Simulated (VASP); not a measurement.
A run of VASP 6.6.1:

File INCAR:

```
PREC = Accurate
ENCUT = 600
EDIFF = 1E-7
ISMEAR = 0
SIGMA = 0.03
LREAL = F
LASPH = T
NELM = 80
ALGO = Normal
ISIF = 3
LWAVE = F
LCHARG = F
GGA = PE
IBRION = 2
NSW = 90
EDIFFG = -0.005
KPAR = 4
```

Contents of KPOINTS:

```
Automatic mesh
0
Gamma
  6 6 6
```

POSCAR

```
SnO2                                    
1.0
    5.1731612365      0.0000000000      0.0000000000
   -0.0000000000      5.1731612365      0.0000000000
    0.0000000000     -0.0000000000      5.1731612365
  Sn              O             
     4     8
Direct
     0.0000000000000000    0.5000000000000000    0.5000000000000000
     0.5000000000000000    0.5000000000000000    1.0000000000000000
     0.5000000000000000    1.0000000000000000    0.5000000000000000
     0.0000000000000000    1.0000000000000000    1.0000000000000000
     0.3389159370083329    0.1610840629916671    0.8389159370083330
     0.1610840629916671    0.8389159370083330    0.3389159370083329
     0.8389159370083330    0.3389159370083329    0.1610840629916671
     0.6610840629916670    0.6610840629916670    0.6610840629916670
     0.3389159370083329    0.3389159370083329    0.3389159370083329
     0.1610840629916671    0.6610840629916670    0.8389159370083330
     0.8389159370083330    0.1610840629916671    0.6610840629916670
     0.6610840629916670    0.8389159370083330    0.1610840629916671
```

Potentials or basis: VASP PAW PBE potentials, release 64 (Sn_d, O).

Launch:

```bash
$ cat potpaw_PBE.64/Sn_d/POTCAR potpaw_PBE.64/O/POTCAR > POTCAR
$ mpirun -np 4 vasp_std > vasp.out
```

Hardware: 4 MPI ranks on Intel(R) Xeon(R) Platinum 8488C (Sapphire Rapids) (shared host).

Question: Estimate the wall time of this run.

Answer: Wall time 2.2 min on 4 MPI ranks on Intel(R) Xeon(R) Platinum 8488C (Sapphire Rapids), on a shared host, peak memory 0.36 GiB a rank. Counts: scf iterations 24, k points 24, ion steps 2.
